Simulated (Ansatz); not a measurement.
# CaO: the cost of one run

Program: Ansatz 0.2.0. Level of theory: DFT PBE, scalar-relativistic, plane waves, PAW. These are calculated values, not measurements.

3 further runs of the same task are left out: 1 that didn't finish, 2 set aside as unsound or not needed.

**1. Starting point**

Symmetry: Fm-3m, No. 225, cubic system. Conventional cell: a = 4.830 Å, b = 4.830 Å, c = 4.830 Å, α = 90.00°, β = 90.00°, γ = 90.00°. Ca (site symmetry m-3m) is surrounded by 6 O at 2.42 Å. Around O (site symmetry m-3m) lie 6 Ca at 2.42 Å.

Coordinates:

```
CELL_PARAMETERS angstrom
0.00000 2.41506 2.41506
2.41506 0.00000 2.41506
2.41506 2.41506 0.00000
ATOMIC_POSITIONS crystal
Ca 0.00000 0.00000 0.00000
O 0.50000 0.50000 0.50000
```

It is the result of an earlier relaxation at this level (volume 14.09 Å³/atom; gap on the mesh: 3.66 eV).

**2. Static run: bands, density of states and charges**

Contents of input.yaml:

```yaml
crystal:
  lattice:
    - [0.0, 2.4150559802, 2.4150559802]
    - [2.4150559802, 0.0, 2.4150559802]
    - [2.4150559802, 2.4150559802, 0.0]
  atoms:
    - { symbol: Ca, position: [0.0, 0.0, 0.0] }
    - { symbol: O, position: [0.5, 0.5, 0.5] }
basis:
  ecutwfc: 420
kpoints:
  mp_grid: { grid: [8, 8, 8] }
  band_path:
    path:
      - [[0.0, 0.0, 0.0], [0.5, 0.0, 0.5], [0.625, 0.25, 0.625]]
      - [[0.375, 0.375, 0.75], [0.0, 0.0, 0.0], [0.5, 0.5, 0.5], [0.5, 0.25, 0.75], [0.5, 0.0, 0.5]]
    npoints: 14
hamiltonian:
  xc: pbe
scf:
  occupations: { method: gaussian, width: 0.02 }
  n_extra_bands: 6
output:
  forces: true
  stress: true
  eigenvalues: true
  populations: true
  dos: { projected: true, de: 0.02, nscf_kmesh: { grid: [12, 12, 12] } }
  bader: true
  write_density: true
  write_potential: true
  elf: true
  volumetric_format: npy
```

Launch:

```console
ansatz run input.yaml --threads 1 --pin off --max-ram 2560MiB --backend cpu --events-out ev --progress --plain --runs-dir out
```

**Question.** How long does this run take on 1 thread of Arm Neoverse N1, shared host, and how much memory does it need?

About 15 s, with a peak of 0.27 GiB.
